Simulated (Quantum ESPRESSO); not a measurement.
A run of Quantum ESPRESSO 7.5:

File pw.in:

```
&CONTROL
  calculation = 'vc-relax'
  prefix = 'pwscf'
  outdir = './tmp'
  pseudo_dir = './pseudo'
  tprnfor = .true.
  tstress = .true.
  disk_io = 'low'
  nstep = 40
  forc_conv_thr = 0.0004
  etot_conv_thr = 1d-05
/
&SYSTEM
  ibrav = 0
  nat = 2
  ntyp = 1
  ecutwfc = 45
  ecutrho = 360
  nbnd = 24
  occupations = 'smearing'
  smearing = 'fd'
  degauss = 0.00367493
  nspin = 2
  starting_magnetization(1) = 0.2143
/
&ELECTRONS
  conv_thr = 4d-10
  electron_maxstep = 120
  mixing_beta = 0.3
/
&IONS
  ion_dynamics = 'bfgs'
/
&CELL
  cell_dynamics = 'bfgs'
  press = 0
  press_conv_thr = 0.3
/
ATOMIC_SPECIES
Cr    51.9961 cr_pbesol_v1.5.uspp.F.UPF
CELL_PARAMETERS bohr
   5.1287167022    0.0000000000    0.0000000000
  -2.5643583511    4.4415989530    0.0000000000
   0.0000000000    0.0000000000    8.3336922096
ATOMIC_POSITIONS bohr
Cr     2.5643583514    1.4805329842    6.2502691572
Cr    -0.0000000003    2.9610659688    2.0834230524
K_POINTS automatic
11 11 6 0 0 0
```

Potentials or basis: GBRV 1.5 PBEsol.

Launch:

```console
$ OMP_NUM_THREADS=1 mpirun -n 2 pw.x -nk 2 -in pw.in > pw.out
```

Hardware: 2 MPI ranks on Arm Neoverse V2, with other jobs on the host.

Question: How long does it take, and how much memory?

Answer: It took 3.4 min on 2 MPI ranks on Arm Neoverse V2 (shared host), peak memory 0.22 GiB a rank. Counts: scf iterations 113, k pools 2, bands 24, ion steps 8, k points 64, g dense 21891.
